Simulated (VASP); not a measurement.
# KI (Fm-3m) in VASP: settings compared

KI is run at these levels: HSE06, PBE0; tasks: single point.

Program: VASP 6.6.1. These are calculated values, not measurements. Logs are shortened: lines on timing, memory, paths and dates and some standing lists are left out, and cuts for length are marked.

**Measured values to compare with.**

From a printed reference work, monograph, for a bulk crystal of KI: band gap 6.32 eV.

The runs below are set against these values where they give the same quantity.

**1. The cell of the first run**

It takes space group Fm-3m (No. 225, cubic). The conventional cell has a = 7.159 Å, b = 7.159 Å, c = 7.159 Å, α = 90.00°, β = 90.00°, γ = 90.00°. I (site symmetry m-3m) has 6 K at 3.58 Å within 4.7 Å. Within 4.7 Å of K (site symmetry m-3m) lie 6 I at 3.58 Å.

**2. Single point, HSE06**

The input, POSCAR:

```
KI
1.0
    0.0000000000      3.5792642128      3.5792642128
    3.5792642128      0.0000000000      3.5792642128
    3.5792642128      3.5792642128      0.0000000000
I K
1 1
Direct
    0.5000000000      0.5000000000      0.5000000000
    0.0000000000      0.0000000000      0.0000000000
```

The input, INCAR.step1:

```
SYSTEM = KI
  ALGO = Normal
  EDIFF = 1E-5
  ENCUT = 520
  GGA = PE
  ISIF = 2
  ISMEAR = -1
  LASPH = .True.
  LCHARG = .False.
  LREAL = .False.
  LWAVE = .True.
  NBANDS = 15
  NELM = 60
  PREC = Accurate
  SIGMA = 0.05
```

The input, INCAR.step2:

```
SYSTEM = KI
  ALGO = Normal
  EDIFF = 1E-7
  ENCUT = 520
  GGA = PE
  HFSCREEN = 0.2079
  ISIF = 2
  ISMEAR = -1
  ISTART = 1
  LASPH = .True.
  LCHARG = .False.
  LHFCALC = .True.
  LREAL = .False.
  LWAVE = .False.
  NBANDS = 15
  NELM = 60
  PREC = Accurate
  PRECFOCK = Normal
  SIGMA = 0.05
```

The input, KPOINTS:

```
k-points
0
Gamma
  4 4 4
  0 0 0
```

Potentials or basis: VASP PAW PBE potentials, release 64 (I, K_sv).

The run is started by

```console
> cat potpaw_PBE.64/I/POTCAR potpaw_PBE.64/K_sv/POTCAR > POTCAR
> cp INCAR.step1 INCAR
> mpirun -np 1 vasp_std > vasp.out
> cp INCAR.step2 INCAR
> mpirun -np 1 vasp_std > vasp.out
```

OUTCAR:

```text
SYSTEM = KI
   EDIFF = 1E-7
   ENCUT = 520
   GGA = PE
   HFSCREEN = 0.2079
   ISIF = 2
   ISMEAR = -1
   ISTART = 1
   LASPH = .True.
   LHFCALC = .True.
   LREAL = .False.
   NELM = 60
   PREC = Accurate
   PRECFOCK = Normal

 ion  position               nearest neighbor table
   1  0.500  0.500  0.500-   2 3.58   2 3.58   2 3.58   2 3.58   2 3.58   2 3.58
   2  0.000  0.000  0.000-   1 3.58   1 3.58   1 3.58   1 3.58   1 3.58   1 3.58

  LATTYP: Found a face centered cubic cell.
 ALAT       =     7.1585284256

  Lattice vectors:

 A1 = (   0.0000000000,   3.5792642128,   3.5792642128)
 A2 = (   3.5792642128,   0.0000000000,   3.5792642128)
 A3 = (   3.5792642128,   3.5792642128,   0.0000000000)

Analysis of symmetry for initial positions (statically):
=====================================================================
 Subroutine PRICEL returns:
 Original cell was already a primitive cell.

 Routine SETGRP: Setting up the symmetry group for a
 face centered cubic supercell.

 Subroutine GETGRP returns: Found 48 space group operations
 (whereof 48 operations were pure point group operations)
 out of a pool of 48 trial point group operations.

The static configuration has the point symmetry O_h .

Analysis of symmetry for dynamics (positions and initial velocities):
=====================================================================
 Subroutine PRICEL returns:
 Original cell was already a primitive cell.

 Routine SETGRP: Setting up the symmetry group for a
 face centered cubic supercell.

 Subroutine GETGRP returns: Found 48 space group operations
 (whereof 48 operations were pure point group operations)
 out of a pool of 48 trial point group operations.

The dynamic configuration has the point symmetry O_h .

 Subroutine INISYM returns: Found 48 space group operations
 (whereof 48 operations are pure point group operations),
 and found     1 'primitive' translations

----------------------------------------------------------------------------------------

                                     Primitive cell

  volume of cell :      91.7089

  direct lattice vectors                    reciprocal lattice vectors
     0.000000000  3.579264213  3.579264213    -0.139693515  0.139693515  0.139693515
     3.579264213  0.000000000  3.579264213     0.139693515 -0.139693515  0.139693515
     3.579264213  3.579264213  0.000000000     0.139693515  0.139693515 -0.139693515

  length of vectors
     5.061843993  5.061843993  5.061843993     0.241956266  0.241956266  0.241956266

  position of ions in fractional coordinates (direct lattice)
     0.500000000  0.500000000  0.500000000
     0.000000000  0.000000000  0.000000000

  ion indices of the primitive-cell ions
   primitive index   ion index
                 1           1
                 2           2

----------------------------------------------------------------------------------------

 KPOINTS: k-points

Automatic generation of k-mesh.
 Grid dimensions read from file:
 generate k-points for:    4    4    4

 Generating k-lattice:

  Cartesian coordinates                     Fractional coordinates (reciprocal lattice)
    -0.034923379  0.034923379  0.034923379     0.250000000  0.000000000  0.000000000
     0.034923379 -0.034923379  0.034923379     0.000000000  0.250000000  0.000000000
     0.034923379  0.034923379 -0.034923379     0.000000000  0.000000000  0.250000000

  Length of vectors
     0.060489066  0.060489066  0.060489066

  Shift w.r.t. Gamma in fractional coordinates (k-lattice)
     0.000000000  0.000000000  0.000000000

 Subroutine IBZKPT returns following result:
 ===========================================

 Found      8 irreducible k-points:

 Following reciprocal coordinates:
            Coordinates               Weight
  0.000000  0.000000  0.000000      1.000000
  0.250000  0.000000  0.000000      8.000000
  0.500000  0.000000  0.000000      4.000000
  0.250000  0.250000  0.000000      6.000000
  0.500000  0.250000  0.000000     24.000000
 -0.250000  0.250000  0.000000     12.000000
  0.500000  0.500000  0.000000      3.000000
 -0.250000  0.500000  0.250000      6.000000
   k-points           NKPTS =      8   k-points in BZ     NKDIM =     64   number of bands    NBANDS=     15
   number of dos      NEDOS =    301   number of ions     NIONS =      2
   total plane-waves  NPLWV =  64000
   dimension x,y,z NGX =    40 NGY =   40 NGZ =   40
   dimension x,y,z NGXF=    80 NGYF=   80 NGZF=   80
   ions per type =               1   1
   NGX,Y,Z   is equivalent  to a cutoff of  13.14, 13.14, 13.14 a.u.
   NGXF,Y,Z  is equivalent  to a cutoff of  26.27, 26.27, 26.27 a.u.
 SYSTEM =  KI
   PREC   = accura    normal or accurate (medium, high low for compatibility)
   ISTART =      1    job   : 0-new  1-cont  2-samecut
   ICHARG =      0    charge: 1-file 2-atom 10-const
   ISPIN  =      1    spin polarized calculation?
   LNONCOLLINEAR =      F non collinear calculations
   LSORBIT =      F    spin-orbit coupling
   LASPH  =      T    aspherical Exc in radial PAW
   ENCUT  =  520.0 eV  38.22 Ry    6.18 a.u.   9.41  9.41  9.41*2*pi/ulx,y,z
   NELM   =     60;   NELMIN=  2; NELMDL=  0     # of ELM steps
   EDIFF  = 0.1E-06   stopping-criterion for ELM
   LREAL  =      F    real-space projection
   EDIFFG = 0.1E-05   stopping-criterion for IOM
   NSW    =      0    number of steps for IOM
   IBRION =     -1    ionic relax: 0-MD 1-quasi-New 2-CG
   NFREE  =      0    steps in history (QN), initial steepest desc. (CG)
   ISIF   =      2    stress and relaxation
   ISYM   =      3    0-nonsym 1-usesym 2-fastsym
   POTIM  = 0.5000    time-step for ionic-motion
   TEBEG  =    0.0;   TEEND  =   0.0 temperature during run
   PSTRESS=    0.0 pullay stress
   NELECT =      16.0000    total number of electrons
   NUPDOWN=      -1.0000    fix difference up-down
   EMIN   =  10.00;   EMAX   =-10.00  energy-range for DOS
   EFERMI =   0.00;   METHOD = LEGACY
   ISMEAR =    -1;   SIGMA  =   0.05  broadening in eV -4-tet -1-fermi 0-gaus
   EFERMI_NEDOS =   21; number of points for ismear=-14 and -15
   IALGO  =     38    algorithm
   IMIX   =      1    mixing-type and parameters
     AMIX     =   0.40;   BMIX     =  1.00
     AMIX_MAG =   1.60;   BMIX_MAG =  1.00
  volume/ion in A,a.u.               =      45.85       309.44
  Fermi-wavevector in a.u.,A,eV,Ry     =   0.914768  1.728661 11.385367  0.836801
  Thomas-Fermi vector in A             =   2.039433
   LORBIT       =      0    0 simple, 1 ext, 2 COOP (PROOUT), +10 PAW based schemes
   GGA     = PE    functional components
   LHFCALC =     T    Hartree Fock is set to
   PRECFOCK=normal    Normal, Fast or Accurate (Low or Medium for compatibility)
   ENCUT4O =  -1.0   cutoff for four orbital integrals eV
   NKREDX  =     1    reduce k-point grid by
   NKREDY  =     1    reduce k-point grid by
   NKREDZ  =     1    reduce k-point grid by
   AEXX    =    0.2500 exact exchange contribution
   HFSCREEN=    0.2079 screening length (either q_TF or 0.3 A-1)
   HFSCREENC=   0.2079 screening length for correlation (either q_TF or 0.3 A-1)
   ENCUTFOCK=  -1.0 apply spherical cutoff to Coloumb kernel
   IVDW    =     0    specifies the selected vdW correction
   LEPSILON=     F    determine dielectric tensor
   LRPA    =     F    only Hartree local field effects (RPA)
 non-spin polarized calculation
  energy-cutoff  :      520.00
  volume of cell :       91.71
 maximum number of plane-waves:      2488
 NGX is ok and might be reduce to    40
  NGX = 30; NGY = 30; NGZ = 30

 number of electron      16.0000000 magnetization

 Free energy of the ion-electron system (eV)
  ---------------------------------------------------
  ext. energy  EPLUGINS =         0.00000000
  ---------------------------------------------------
  free energy    TOTEN  =        -6.40436461 eV

  energy without entropy =       -6.40436461  energy(sigma->0) =       -6.40436461

 E-fermi :  -0.2726     XC(G=0):  -5.9212

 val. band max:       -1.3403338083   @ k =   0.0000   0.0000   0.0000
 cond. band min:       3.5176661227   @ k =   0.0000   0.0000   0.0000
 fundamental gap:      4.8579999310
 Fermi energy:        -0.2725682965

 k-point     1 :       0.0000    0.0000    0.0000
  band No.  band energies     occupation
      1     -32.2403      2.00000
      2     -14.3686      2.00000
      3     -14.3686      2.00000
      4     -14.3686      2.00000
      5     -12.6703      2.00000
      6      -1.3403      2.00000
      7      -1.3403      2.00000
      8      -1.3403      2.00000
      9       3.5177      0.00000
     10       6.3106      0.00000
     11       6.3106      0.00000
     12       6.3106      0.00000
     13       7.1217      0.00000
     14       7.1217      0.00000
     15       9.4024      0.00000

 k-point     2 :       0.2500    0.0000    0.0000
  band No.  band energies     occupation
      1     -32.2394      2.00000
      2     -14.4364      2.00000
      3     -14.3692      2.00000
      4     -14.3692      2.00000
      5     -12.5360      2.00000
      6      -2.0713      2.00000
      7      -1.5040      2.00000
      8      -1.5040      2.00000
      9       4.6134      0.00000
     10       6.2832      0.00000
     11       6.9244      0.00000
     12       6.9244      0.00000
     13       7.7871      0.00000
     14       7.7871      0.00000
     15      10.1497      0.00000
[... 77 lines left out ...]
      3     -14.3847      2.00000
      4     -14.3847      2.00000
      5     -12.5213      2.00000
      6      -2.3440      2.00000
      7      -1.7115      2.00000
      8      -1.7115      2.00000
      9       4.6553      0.00000
     10       5.3999      0.00000
     11       8.0855      0.00000
     12       8.3643      0.00000
     13       8.6896      0.00000
     14       9.7279      0.00000
     15       9.7279      0.00000

 k-point     8 :      -0.2500    0.5000    0.2500
  band No.  band energies     occupation
      1     -32.2380      2.00000
      2     -14.4116      2.00000
      3     -14.3962      2.00000
      4     -14.3962      2.00000
      5     -12.4695      2.00000
      6      -2.0658      2.00000
      7      -2.0658      2.00000
      8      -1.9190      2.00000
      9       6.1713      0.00000
     10       6.1713      0.00000
     11       6.3079      0.00000
     12       7.9254      0.00000
     13       8.7059      0.00000
     14       9.7748      0.00000
     15      10.0898      0.00000

------------------------ aborting loop because EDIFF is reached ----------------------------------------

  FORCE on cell =-STRESS in cart. coord.  units (eV):
  Direction    XX          YY          ZZ          XY          YZ          ZX
  --------------------------------------------------------------------------------------
  -------------------------------------------------------------------------------------
  Total       -0.0339408     -0.0339408     -0.0339408     -0.0000000     -0.0000000     -0.0000000
  in kB       -0.5929542     -0.5929542     -0.5929542     -0.0000000     -0.0000000     -0.0000000
  external PRESSURE =      -0.5929542 kB  Pullay stress =       0.0000000 kB

 VOLUME and BASIS-vectors are now :
 -----------------------------------------------------------------------------
  energy-cutoff  :      520.00
  volume of cell :       91.71
      direct lattice vectors                 reciprocal lattice vectors
     0.000000000  3.579264213  3.579264213    -0.139693515  0.139693515  0.139693515
     3.579264213  0.000000000  3.579264213     0.139693515 -0.139693515  0.139693515
     3.579264213  3.579264213  0.000000000     0.139693515  0.139693515 -0.139693515

 POSITION                                       TOTAL-FORCE (eV/Angst)
 -----------------------------------------------------------------------------------
      3.57926      3.57926      3.57926         0.000000      0.000000      0.000000
      0.00000      0.00000      0.00000        -0.000000     -0.000000     -0.000000
 -----------------------------------------------------------------------------------
    total drift:                               -0.000000     -0.000000     -0.000000

  FREE ENERGIE OF THE ION-ELECTRON SYSTEM (eV)
  ---------------------------------------------------
  free  energy   TOTEN  =        -6.4043646067 eV

  energy  without entropy=       -6.4043646066  energy(sigma->0) =       -6.40436461
```

It took 25 min on 1 thread of AMD EPYC 7R13, shared host; peak memory 0.34 GiB.

Results:

```
Free energy            : -6.4044 eV
Pressure               : -0.1 GPa
Band gap on the k mesh : 4.86 eV
```

Caveat: the PAW data sets were made with another functional, which shifts forces and pressure a little; spin-orbit coupling is left out, which moves the levels of the heavy elements.

**3. Single point, HSE06**

This run uses another cell than the first one, of 46.74 Å³/atom.

The input, POSCAR:

```
KI
1.0
    0.0000000000      3.6020626887      3.6020626887
    3.6020626887      0.0000000000      3.6020626887
    3.6020626887      3.6020626887      0.0000000000
I K
1 1
Direct
    0.5000000000      0.5000000000      0.5000000000
    0.0000000000      0.0000000000      0.0000000000
```

The input, INCAR.step1:

```
  ALGO = Normal
  EDIFF = 1E-5
  ENCUT = 520
  GGA = PE
  ISIF = 2
  ISMEAR = -1
  LASPH = T
  LCHARG = F
  LREAL = F
  LWAVE = T
  NBANDS = 15
  NELM = 100
  PREC = Accurate
  SIGMA = 0.05
```

The input, INCAR.step2:

```
  ALGO = Normal
  EDIFF = 1E-6
  ENCUT = 520
  GGA = PE
  HFSCREEN = 0.2079
  ISIF = 2
  ISMEAR = -1
  ISTART = 1
  LASPH = T
  LCHARG = F
  LHFCALC = T
  LREAL = F
  LWAVE = F
  NBANDS = 15
  NELM = 100
  PREC = Accurate
  PRECFOCK = Normal
  SIGMA = 0.05
```

The input, KPOINTS:

```
k-points
0
Gamma
  4 4 4
```

Potentials or basis: VASP PAW PBE potentials, release 64 (I, K_sv).

The run is started by

```console
> cat potpaw_PBE.64/I/POTCAR potpaw_PBE.64/K_sv/POTCAR > POTCAR
> cp INCAR.step1 INCAR
> mpirun -np 1 vasp_std > vasp.out
> cp INCAR.step2 INCAR
> mpirun -np 1 vasp_std > vasp.out
```

Wall time 23 min (1 thread of AMD EPYC 7R13, shared host); peak memory 0.32 GiB.

The run converged. Its results:

* Free energy: -6.4028 eV
* Pressure: -0.3 GPa
* Band gap on the k mesh: 4.81 eV

Levels at points of the mesh, in eV from the valence-band top:
```
           k point  band 6  band 7  band 8  band 9  band 10  band 11
(0.00, 0.00, 0.00)    0.00    0.00    0.00    4.81     7.65     7.65
(0.50, 0.00, 0.00)   -1.25   -0.30   -0.30    6.42     8.70     9.11
(0.50, 0.50, 0.00)   -0.97   -0.36   -0.36    6.02     6.69     9.40
```

Caveat: the PAW data sets were made with another functional, which shifts forces and pressure a little; spin-orbit coupling is left out, which moves the levels of the heavy elements.

(Continued in part 2 of 2.)
